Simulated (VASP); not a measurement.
# SiNi (Pnma) in VASP: band structure with PBEsol

Aim: the band structure of SiNi with PBEsol.

All numbers are computed with VASP 6.6.1; they aren't measurements. Logs are shortened: lines on timing, memory, paths and dates and some standing lists are left out, and cuts for length are marked.

### 1 The structure

Symmetry: Pnma, No. 62, orthorhombic system. Conventional cell: a = 5.087 Å, b = 3.364 Å, c = 5.522 Å, α = 90.00°, β = 90.00°, γ = 90.00°. Si (site symmetry m) has 6 Ni at 2.26 to 2.38 Å as nearest neighbours. Ni (site symmetry m) has 6 Si at 2.26 to 2.38 Å as nearest neighbours.

### 2 Band structure, PBEsol

INCAR

```
  PREC = Accurate
  ENCUT = 520
  EDIFF = 1E-7
  ISMEAR = 1
  SIGMA = 0.1
  LREAL = False
  LASPH = True
  NELM = 80
  ALGO = Normal
  ISIF = 2
  LWAVE = False
  LCHARG = False
  LMAXMIX = 4
  GGA = PS
  NBANDS = 38
  ICORELEVEL = 1
  LUSENCCL = False
```

KPOINTS

```
Automatic mesh
0
Gamma
  8 12 8
```

POSCAR

```
SiNi                                    
1.0
    5.0869665639      0.0000000000      0.0000000000
    0.0000000000      3.3640132852      0.0000000000
    0.0000000000      0.0000000000      5.5218688938
  Si              Ni            
     4     4
Direct
     0.3211144333404571    0.7500000000000000    0.0871222309500341
     0.1788855666595428    0.2500000000000000    0.5871222309500270
     0.8211144333404572    0.7500000000000000    0.4128777690499659
     0.6788855666595428    0.2500000000000000    0.9128777690499730
     0.0095507650674749    0.2500000000000000    0.1873909166386500
     0.4904492349325251    0.7500000000000000    0.6873909166386499
     0.5095507650674749    0.2500000000000000    0.3126090833613501
     0.9904492349325251    0.7500000000000000    0.8126090833613501
```

KPOINTS_OPT

```
explicit points
188
Reciprocal
 0.0000000000  0.0000000000  0.0000000000 1
 0.0000000000 -0.0357142857  0.0000000000 1
 0.0000000000 -0.0714285714  0.0000000000 1
 0.0000000000 -0.1071428571  0.0000000000 1
 0.0000000000 -0.1428571429  0.0000000000 1
 0.0000000000 -0.1785714286  0.0000000000 1
[... 180 lines left out ...]
-0.5000000000  0.0000000000  0.0000000000 1
 0.0000000000  0.0000000000 -0.5000000000 1
```

Potentials or basis: VASP PAW PBE potentials, release 64 (Si, Ni).

Command:

```bash
cat potpaw_PBE.64/Si/POTCAR potpaw_PBE.64/Ni/POTCAR > POTCAR
mpirun -np 1 vasp_std > vasp.out
```

OUTCAR:

```text
PREC = Accurate
   ENCUT = 520
   EDIFF = 1E-7
   ISMEAR = 1
   LREAL = False
   LASPH = True
   NELM = 80
   ISIF = 2
   GGA = PS

 ion  position               nearest neighbor table
   1  0.321  0.750  0.087-   8 2.26   7 2.30   7 2.30   6 2.37   5 2.38   5 2.38   4 2.66   4 2.66
                             3 3.12   3 3.12
   2  0.179  0.250  0.587-   7 2.26   8 2.30   8 2.30   5 2.37   6 2.38   6 2.38   3 2.66   3 2.66
                             4 3.12   4 3.12
   3  0.821  0.750  0.413-   6 2.26   5 2.30   5 2.30   8 2.37   7 2.38   7 2.38   2 2.66   2 2.66
                             1 3.12   1 3.12
   4  0.679  0.250  0.913-   5 2.26   6 2.30   6 2.30   7 2.37   8 2.38   8 2.38   1 2.66   1 2.66
                             2 3.12   2 3.12
   5  0.010  0.250  0.187-   4 2.26   3 2.30   3 2.30   2 2.37   1 2.38   1 2.38   7 2.64   7 2.64
                             8 2.67   8 2.67
   6  0.490  0.750  0.687-   3 2.26   4 2.30   4 2.30   1 2.37   2 2.38   2 2.38   8 2.64   8 2.64
                             7 2.67   7 2.67
   7  0.510  0.250  0.313-   2 2.26   1 2.30   1 2.30   4 2.37   3 2.38   3 2.38   5 2.64   5 2.64
                             6 2.67   6 2.67
   8  0.990  0.750  0.813-   1 2.26   2 2.30   2 2.30   3 2.37   4 2.38   4 2.38   6 2.64   6 2.64
                             5 2.67   5 2.67

  LATTYP: Found a simple orthorhombic cell.
 ALAT       =     3.3640132852
 B/A-ratio  =     1.5121719603
 C/A-ratio  =     1.6414527606

  Lattice vectors:

 A1 = (   0.0000000000,  -3.3640132852,   0.0000000000)
 A2 = (   5.0869665639,   0.0000000000,   0.0000000000)
 A3 = (   0.0000000000,   0.0000000000,   5.5218688938)

Analysis of symmetry for initial positions (statically):
=====================================================================
 Subroutine PRICEL returns:
 Original cell was already a primitive cell.

 Routine SETGRP: Setting up the symmetry group for a
 simple orthorhombic supercell.

 Subroutine GETGRP returns: Found  8 space group operations
 (whereof  2 operations were pure point group operations)
 out of a pool of  8 trial point group operations.

The static configuration has the point symmetry S_2 .
 The point group associated with its full space group is D_2h.

Analysis of symmetry for dynamics (positions and initial velocities):
=====================================================================
 Subroutine PRICEL returns:
 Original cell was already a primitive cell.

 Routine SETGRP: Setting up the symmetry group for a
[... 137 lines left out ...]
   IMIX   =      4    mixing-type and parameters
     AMIX     =   0.40;   BMIX     =  1.00
     AMIX_MAG =   1.60;   BMIX_MAG =  1.00
  volume/ion in A,a.u.               =      11.81        79.71
  Fermi-wavevector in a.u.,A,eV,Ry     =   1.375107  2.598576 25.727533  1.890920
  Thomas-Fermi vector in A             =   2.500473
   LORBIT       =      0    0 simple, 1 ext, 2 COOP (PROOUT), +10 PAW based schemes
   GGA     = PS    functional components
   LHFCALC =     F    Hartree Fock is set to
   AEXX    =    0.0000 exact exchange contribution
   IVDW    =     0    specifies the selected vdW correction
   LEPSILON=     F    determine dielectric tensor
   LRPA    =     F    only Hartree local field effects (RPA)
 non-spin polarized calculation
 Methfessel and Paxton  Order N= 1 SIGMA  =   0.10
  energy-cutoff  :      520.00
  volume of cell :       94.49
 maximum number of plane-waves:      2576
 NGX is ok and might be reduce to    40
   NGX = 19   NGY = 13   NGZ = 21

 number of electron      56.0000023 magnetization

 Free energy of the ion-electron system (eV)
  ---------------------------------------------------
  ext. energy  EPLUGINS =         0.00000000
  ---------------------------------------------------
  free energy    TOTEN  =       -52.26629959 eV

  energy without entropy =      -52.26743506  energy(sigma->0) =      -52.26667808

 the core state eigenenergies are
   1-  1s  -1770.0247  2s   -123.8040  2p    -79.8435
   2-  1s  -1770.0247  2s   -123.8040  2p    -79.8435
   3-  1s  -1770.0247  2s   -123.8040  2p    -79.8435
   4-  1s  -1770.0247  2s   -123.8040  2p    -79.8435
   5-  1s  -8194.6315  2s   -964.7150  2p   -827.5824  3s    -93.3982  3p    -53.7845

   6-  1s  -8194.6315  2s   -964.7150  2p   -827.5824  3s    -93.3982  3p    -53.7845

   7-  1s  -8194.6315  2s   -964.7150  2p   -827.5824  3s    -93.3982  3p    -53.7845

   8-  1s  -8194.6315  2s   -964.7150  2p   -827.5824  3s    -93.3982  3p    -53.7845

 E-fermi :  10.6944     XC(G=0): -12.4516

 val. band max:       10.6703523148   @ k =   0.0000   0.4167   0.3750
 cond. band min:      10.6961626501   @ k =   0.0000   0.4167   0.2500
 fundamental gap:      0.0258103352
 Fermi energy:        10.6943845900

 k-point     1 :       0.0000    0.0000    0.0000
  band No.  band energies     occupation
      1      -2.5153      2.00000
      2       1.0209      2.00000
      3       2.1679      2.00000
      4       2.8395      2.00000
      5       4.0256      2.00000
      6       4.5625      2.00000
[... 973 lines left out ...]
     37      16.5714      0.00000
     38      17.5837      0.00000

 [... further k-points ...]

------------------------ aborting loop because EDIFF is reached ----------------------------------------

  FORCE on cell =-STRESS in cart. coord.  units (eV):
  Direction    XX          YY          ZZ          XY          YZ          ZX
  --------------------------------------------------------------------------------------
  -------------------------------------------------------------------------------------
  Total        0.0235835      0.0361831      0.0279239      0.0000000      0.0000000      0.0000000
  in kB        0.3998681      0.6134988      0.4734612      0.0000000      0.0000000      0.0000000
  external PRESSURE =       0.4956094 kB  Pullay stress =       0.0000000 kB

 VOLUME and BASIS-vectors are now :
 -----------------------------------------------------------------------------
  energy-cutoff  :      520.00
  volume of cell :       94.49
      direct lattice vectors                 reciprocal lattice vectors
     5.086966564  0.000000000  0.000000000     0.196580809  0.000000000  0.000000000
     0.000000000  3.364013285  0.000000000     0.000000000  0.297263987  0.000000000
     0.000000000  0.000000000  5.521868894     0.000000000  0.000000000  0.181098106

 POSITION                                       TOTAL-FORCE (eV/Angst)
 -----------------------------------------------------------------------------------
      1.63350      2.52301      0.48108         0.001972      0.000000      0.001984
      0.90998      0.84100      3.24201        -0.001972      0.000000      0.001984
      4.17698      2.52301      2.27986         0.001972      0.000000     -0.001984
      3.45347      0.84100      5.04079        -0.001972      0.000000     -0.001984
      0.04858      0.84100      1.03475         0.002219      0.000000     -0.000845
      2.49490      2.52301      3.79568        -0.002219     -0.000000     -0.000845
      2.59207      0.84100      1.72619         0.002219     -0.000000      0.000845
      5.03838      2.52301      4.48712        -0.002219     -0.000000      0.000845
 -----------------------------------------------------------------------------------
    total drift:                                0.000000      0.000000     -0.000000

  FREE ENERGIE OF THE ION-ELECTRON SYSTEM (eV)
  ---------------------------------------------------
  free  energy   TOTEN  =       -52.2662995861 eV

  energy  without entropy=      -52.2674350599  energy(sigma->0) =      -52.26667808
```

Wall time 27 min (1 × NVIDIA H100 80GB with 1 thread of AMD EPYC 7R13 (Zen 3), shared host); peak memory 1.9 GiB.

Results:

```yaml
Free_energy: -52.2663 eV
Pressure: 0.0 GPa
Band_gap_along_the_path: none (metal or under the smearing width)
```

Forces on the atoms (eV/Å):
```
Si   0.002  0.000  0.002
Si  -0.002  0.000  0.002
Si   0.002  0.000 -0.002
Si  -0.002  0.000 -0.002
Ni   0.002  0.000 -0.001
Ni  -0.002  0.000 -0.001
Ni   0.002  0.000  0.001
Ni  -0.002  0.000  0.001
```

Levels at the corners of the path, in eV from the Fermi level:
```tsv
point	band 24	band 25	band 26	band 27	band 28	band 29	band 30	band 31	band 32	band 33
Γ	-2.04	-1.80	-1.33	-1.16	-0.94	0.66	1.38	3.34	3.79	3.98
X	-2.22	-2.00	-2.00	-1.45	-1.45	-0.61	-0.61	2.07	2.07	2.60
X	-2.22	-2.00	-2.00	-1.45	-1.45	-0.61	-0.61	2.07	2.07	2.60
S	-2.18	-1.76	-1.76	-1.76	-1.76	0.50	0.50	0.50	0.50	4.35
S	-2.18	-1.76	-1.76	-1.76	-1.76	0.50	0.50	0.50	0.50	4.35
Y	-2.08	-1.89	-1.89	0.98	0.98	1.11	1.11	3.69	3.69	4.70
Y	-2.08	-1.89	-1.89	0.98	0.98	1.11	1.11	3.69	3.69	4.70
Γ	-2.04	-1.80	-1.33	-1.16	-0.94	0.66	1.38	3.34	3.79	3.98
Γ	-2.04	-1.80	-1.33	-1.16	-0.94	0.66	1.38	3.34	3.79	3.98
Z	-2.15	-1.41	-1.41	-0.20	-0.20	0.83	0.83	3.35	3.35	4.43
Z	-2.15	-1.41	-1.41	-0.20	-0.20	0.83	0.83	3.35	3.35	4.43
U	-2.10	-2.07	-2.07	-1.74	-1.74	0.19	0.19	1.37	1.37	2.40
U	-2.10	-2.07	-2.07	-1.74	-1.74	0.19	0.19	1.37	1.37	2.40
R	-2.27	-1.96	-1.96	-1.96	-1.96	2.66	2.66	2.66	2.66	3.62
R	-2.27	-1.96	-1.96	-1.96	-1.96	2.66	2.66	2.66	2.66	3.62
T	-2.13	-0.97	-0.97	0.84	0.84	2.31	2.31	2.63	2.63	2.96
T	-2.13	-0.97	-0.97	0.84	0.84	2.31	2.31	2.63	2.63	2.96
Z	-2.15	-1.41	-1.41	-0.20	-0.20	0.83	0.83	3.35	3.35	4.43
Y	-2.08	-1.89	-1.89	0.98	0.98	1.11	1.11	3.69	3.69	4.70
T	-2.13	-0.97	-0.97	0.84	0.84	2.31	2.31	2.63	2.63	2.96
U	-2.10	-2.07	-2.07	-1.74	-1.74	0.19	0.19	1.37	1.37	2.40
X	-2.22	-2.00	-2.00	-1.45	-1.45	-0.61	-0.61	2.07	2.07	2.60
S	-2.18	-1.76	-1.76	-1.76	-1.76	0.50	0.50	0.50	0.50	4.35
R	-2.27	-1.96	-1.96	-1.96	-1.96	2.66	2.66	2.66	2.66	3.62
```

Core levels (eV, on the scale of the bands):
```
atom                                                levels
1 Si                       1s -1770.0, 2s -123.8, 2p -79.8
2 Si                       1s -1770.0, 2s -123.8, 2p -79.8
3 Si                       1s -1770.0, 2s -123.8, 2p -79.8
4 Si                       1s -1770.0, 2s -123.8, 2p -79.8
5 Ni  1s -8194.6, 2s -964.7, 2p -827.6, 3s -93.4, 3p -53.8
6 Ni  1s -8194.6, 2s -964.7, 2p -827.6, 3s -93.4, 3p -53.8
```

Caveat: the PAW data sets were made with another functional, which shifts forces and pressure a little.
